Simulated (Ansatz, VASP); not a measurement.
# Two plane-wave programs on BeS

Contents of POSCAR:

```
BeS
1.0
    0.0000000000      2.3172971969      2.2440706055
    2.3172971969      0.0000000000      2.2440706055
    2.3172971969      2.3172971969      0.0000000000
Be S
1 1
Direct
    0.0000000000      0.0000000000      0.0000000000
    0.5000000000      0.5000000000      0.5000000000
```

File INCAR.step1:

```
ALGO = Normal ; EDIFF = 1E-5
ENCUT = 520 ; GGA = PE
ISIF = 2 ; ISMEAR = 0
LASPH = T ; LCHARG = F
LREAL = F ; LWAVE = T
NBANDS = 11 ; NELM = 100
PREC = Accurate ; SIGMA = 0.01
```

INCAR.step2

```
ALGO = Normal ; EDIFF = 1E-6
ENCUT = 520 ; GGA = PE
HFSCREEN = 0.2079 ; ISIF = 2
ISMEAR = 0 ; ISTART = 1
LASPH = T ; LCHARG = F
LHFCALC = T ; LREAL = F
LWAVE = F ; NBANDS = 11
NELM = 100 ; PREC = Accurate
PRECFOCK = Normal ; SIGMA = 0.01
```

KPOINTS

```
k-points
0
Gamma
  6 6 6
```

Input for Ansatz:

```yaml
crystal:
  lattice:
    - [0.0, 2.3172971969, 2.2440706055]
    - [2.3172971969, 0.0, 2.2440706055]
    - [2.3172971969, 2.3172971969, 0.0]
  atoms:
    - { symbol: Be, position: [0.0, 0.0, 0.0] }
    - { symbol: S, position: [0.5, 0.5, 0.5] }
kpoints:
  mp_grid: { grid: [6, 6, 6] }
  band_path:
    path:
      - [0.0, 0.0, 0.0]
      - [0.5, 0.0, 0.5]
      - [0.625, 0.25, 0.625]
      - [0.375, 0.375, 0.75]
      - [0.5, 0.5, 0.5]
      - [0.5, 0.25, 0.75]
      - [0.15, 0.15, 0.3]
    npoints: 1
hamiltonian:
  xc: hse06
scf:
  occupations: { method: fixed }
  n_extra_bands: 4
output:
  forces: true
  stress: true
  eigenvalues: true
```

Change from the starting cell: uniaxial_z strain -3.2%.

Alike in both runs: task single point; functional HSE06; k mesh 6 × 6 × 6; no spin polarisation.

|  | VASP | Ansatz |
| --- | --- | --- |
| version | VASP 6.6.1 | Ansatz 0.2.0 |
| potentials or method | VASP PAW PBE potentials, release 64 (Be, S) | plane waves, PAW |
| plane-wave cutoff (eV) | 520 | 420 |
| occupations | gaussian, width 0.01 eV | fixed |
| valence electrons in the cell | 8 | 8 |

```csv
,VASP,Ansatz,Ansatz less VASP
gap on the k mesh at the Fermi level (eV),1.53,1.54,+0.012
pressure (GPa),2.0,2.2,+0.24
largest component of the traceless stress (GPa),2.63,2.61,-0.014
```

Ansatz warned: «stress_exchange_threshold_loose».

Caveats: the PAW data sets were made with another functional, which shifts forces and pressure a little (VASP). A k mesh can miss the band edges.
